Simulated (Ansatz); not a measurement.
NaI (Fm-3m): elastic constants by finite strains

Computed with PBEsol, all-electron LAPW in Ansatz 0.2.0, scalar-relativistic; not a measurement.

The cell comes from a PAW relaxation under the same functional.

Command:

```sh
ansatz run input.yaml --threads 1 --pin off --max-ram 2560MiB --backend cpu --events-out ev --progress --plain --runs-dir out
```

Input:

```yaml
crystal:
  lattice:
    - [0.0, 3.20025765743, 3.20025765743]
    - [3.20025765743, 0.0, 3.20025765743]
    - [3.20025765743, 3.20025765743, 0.0]
  atoms:
    - { symbol: Na, position: [0.0, 0.0, 0.0] }
    - { symbol: I, position: [0.5, 0.5, 0.5] }
kpoints:
  mp_grid: { grid: [6, 6, 6] }
scf:
  occupations: { method: fixed }
hamiltonian:
  xc: pbesol
  pseudopotentials: { kind: all_electron, lapw: { basis_error: 0.001 } }
elastic:
  mode: relaxed_ion
  stencil: two_point
  amplitude: 0.005
```

Output:

```
Warning: RAYON_NUM_THREADS=1 ignored (pool sized by the plan → 1); use --threads N
LAPW: plane waves up to 6.272 Å⁻¹, error target 1.0e-3 eV per atom; small_component_spin mean_spin; Na in spheres of 1.453 Å, 9 of its electrons in bands, Dirac shells []; I in spheres of 1.651 Å, 25 of its electrons in bands, ...
Engine: ansatz 0.2.0, aarch64-unknown-linux-gnu
Pseudopotentials: kind: all_electron
Pseudopotential: Na, LAPW, valence charge 9, lapw/all_electron/scalar/gaussian/Na, Koelling and Harmon's equation, gaussian nucleus
Pseudopotential: I, LAPW, valence charge 25, lapw/all_electron/scalar/gaussian/I, Koelling and Harmon's equation, gaussian nucleus
Functional definition: PBEsol
  exchange = pbesol_x
  correlation = pbesol_c
davidson cushion auto → on  (no smearing: the cushion is to keep the highest requested band from converging to the state above it; pin scf.eigensolver.cushion to override)
Crystal: 2 atoms, lattice volume = 65.552 Å³
Basis set: ecut = 149.8843029486735 eV, 283 PW (Γ), exchange–correlation at level 2
Bands: 21, of which v1, the nominal top of the filled ones, is band 17 counted from 1 (16 counted from 0)
Symmetry: 48 space group operations
[... 111 lines left out ...]
        -0.000      0.000     -0.000     -0.000      0.000      6.861
  reference stress σ⁰ (GPa):     -0.031     -0.031     -0.031      0.000     -0.000      0.000
  no Pulay correction (none for the plane-wave cutoff is built on LAPW): the batch's stresses and constants are at fixed plane waves
  C* (energy form; C + prestress term) asymmetry max|C*_kj − C*_jk| = 2.665e-15 GPa — a small one proves nothing (zero by symmetry where the batch's group is 432, −43m or m−3m); a large one is finite-difference/SCF noise where ...
  moduli (Voigt/Reuss/Hill, GPa): K = 17.18/17.18/17.18   G = 9.85/8.67/9.26   E = 23.54   ν = 0.272
  mechanically stable: yes (min eigenvalue of sym C = 6.86 GPa)
  where every solve meets its electron count the energy-path curvature estimates C_jj along a normal strain and C_jj − ¼(σ⁰_aa + σ⁰_bb) along a shear (ab), closely only under elastic.basis: deformed
  strain η (Voigt 11):  stress-route row diagonal C_11 = 36.28 GPa, energy-path curvature d²(F+E_count)/dδ²/Ω₀ = 36.27 GPa
         δ    σ_11 (GPa)             F (eV)   n_scf  n_hpsi   n_pw
    -5.000e-3      -0.2189     -197973.3474879       8   21018    283   relax 0 steps, max|allowed force component| 1.65e-30 eV/Å
     5.000e-3       0.1439     -197973.3476244       8   20964    283   relax 0 steps, max|allowed force component| 3.82e-31 eV/Å
  strain η (Voigt 23):  stress-route row diagonal C_44 = 6.86 GPa, energy-path curvature d²(F+E_count)/dδ²/Ω₀ = 6.88 GPa
         δ    σ_23 (GPa)             F (eV)   n_scf  n_hpsi   n_pw
    -5.000e-3      -0.0343     -197973.3477065       7   29685    283   relax 0 steps, max|allowed force component| 4.14e-30 eV/Å
     5.000e-3       0.0343     -197973.3477065       7   29655    283   relax 0 steps, max|allowed force component| 9.76e-30 eV/Å
```

The run converged.

### Elastic constants

Elastic constants of a crystal by Kohn-Sham DFT: slopes of the stress over finite engineering strains of the given cell, Voigt indices, Cartesian axes as in the input.

```json
{
 "Pressure at rest": "0.031 GPa",
 "Least elastic eigenvalue": "6.86 GPa",
 "Elastically stable": "yes"
}
```

| index | elastic (GPa) |
| --- | --- |
| 11 | 36.28 |
| 12 | 7.64 |
| 44 | 6.86 |

### Elastic moduli

Hill averages of a grain aggregate, Debye temperature from the mean sound speed over directions.

```json
{
 "Bulk modulus": "17.18 GPa",
 "Shear modulus": "9.256 GPa",
 "Young modulus": "23.54 GPa",
 "Poisson ratio": "0.2717",
 "Bulk over shear modulus": "1.856",
 "Elastic anisotropy index": "0.68",
 "Least young modulus": "18.16 GPa",
 "Largest young modulus": "33.62 GPa",
 "Longitudinal sound speed": "2789 m/s",
 "Transverse sound speed": "1561 m/s",
 "Elastic debye temperature": "159.6 K",
 "Linear compressibility (x, y, z)": "19.4, 19.4, 19.4 1/TPa",
 "Zener ratio": "0.479",
 "Cauchy pressure": "0.77 GPa"
}
```

Strained cells:

Stress of each strained cell less that at rest, tension positive.

| strain component | strain | stress xx (GPa) | stress yy (GPa) | stress zz (GPa) | stress yz (GPa) | stress xz (GPa) | stress xy (GPa) | relaxation steps |
| --- | --- | --- | --- | --- | --- | --- | --- | --- |
| xx | -0.005 | -0.1874 | -0.0387 | -0.0387 | 0 | 0 | 0 | 0 |
| xx | 0.005 | 0.1754 | 0.0377 | 0.0377 | 0 | 0 | 0 | 0 |
| yz | -0.005 | 0.0002 | -0.0002 | -0.0002 | -0.0343 | 0 | 0 | 0 |
| yz | 0.005 | 0.0002 | -0.0002 | -0.0002 | 0.0343 | 0 | 0 | 0 |

Cost: 23 s on 1 thread of Arm Neoverse V1, on a shared host, peak memory 0.29 GiB.
